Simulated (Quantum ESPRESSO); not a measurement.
Crystal: Co.

```
Co
1.0
     2.47200    0.00000    0.00000
    -1.23600    2.14081    0.00000
     0.00000    0.00000    4.02114
Co
2
Direct
  0.66667 0.33333 0.75000
  0.33333 0.66667 0.25000
```

Base run:

```yaml
Program: Quantum ESPRESSO 7.5
Functional: LDA
Potentials_or_basis: JTH 2.0 LDA
Cutoff: 490 eV
Density_cutoff: 2939 eV
k_mesh: 9 × 9 × 5
Occupations: fermi-dirac, width 0.05 eV
Spin: collinear spin, ferromagnetic start
Starting_moments: "[2.0, 2.0] μB"
```

Its results: band gap on the k mesh none (metal or under the smearing width); net moment 3.03 μB per cell; site moments Co +1.57 μB.

Problem. The run is repeated on the same cell with these changes: functional from LDA to r2SCAN; potentials or basis from JTH 2.0 LDA to SG15 PBE 1.2; cutoff from 490 eV to 952 eV; density cutoff from 2939 eV to 3810 eV. What comes out?

Solution. Band gap on the k mesh none (metal or under the smearing width); net moment 3.58 μB per cell; site moments Co +1.94 μB.

Not every run made on this cell is shown here.
